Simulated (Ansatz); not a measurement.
# B: the cost of one run

Computed with Ansatz 0.2.0 (DFT PBE, scalar-relativistic, plane waves, PAW, unless a step's input says otherwise).

### Step 1. The structure to begin with

Symmetry: Cmce, No. 64, orthorhombic system. Conventional cell: a = 2.405 Å, b = 7.630 Å, c = 3.183 Å, α = 90.00°, β = 90.00°, γ = 90.00°. Around B (site symmetry m) lie 3 B at 1.58 to 1.60 Å.

Structure file:

```
CELL_PARAMETERS angstrom
1.20266 -3.81508 0.00000
1.20266 3.81508 0.00000
0.00000 0.00000 3.18287
ATOMIC_POSITIONS crystal
B 0.09800 0.90200 0.91000
B 0.59800 0.40200 0.59000
B 0.90200 0.09800 0.09000
B 0.40200 0.59800 0.41000
```

This is candidate A: black phosphorus type (Cmce, No. 64).

(A quick probe on a coarse mesh, which set the mesh and smearing, is not shown.)

### Step 3. A loose first relaxation (candidate A)

Input file input.yaml:

```yaml
crystal:
  lattice:
    - [1.2026589084, -3.8150811294, 0.0]
    - [1.2026589084, 3.8150811294, 0.0]
    - [0.0, 0.0, 3.1828676851]
  atoms:
    - { symbol: B, position: [0.098, 0.902, 0.91] }
    - { symbol: B, position: [0.598, 0.402, 0.59] }
    - { symbol: B, position: [0.902, 0.098, 0.09] }
    - { symbol: B, position: [0.402, 0.598, 0.41] }
basis:
  ecutwfc: 420
kpoints:
  mp_grid: { grid: [8, 8, 6] }
hamiltonian:
  xc: pbe
scf:
  occupations: { method: gaussian, width: 0.1 }
  lower_state_search: "off"
output:
  forces: true
  stress: true
  eigenvalues: true
relax:
  adjacent_minimum: "off"
  f_tol: 0.04
  max_steps: 70
  cell: { stress_tol: 0.4 }
```

Q: Estimate wall time and peak memory on 1 thread of an x86-64 CPU, shared host.

About 34 s, with a peak of 0.43 GiB.
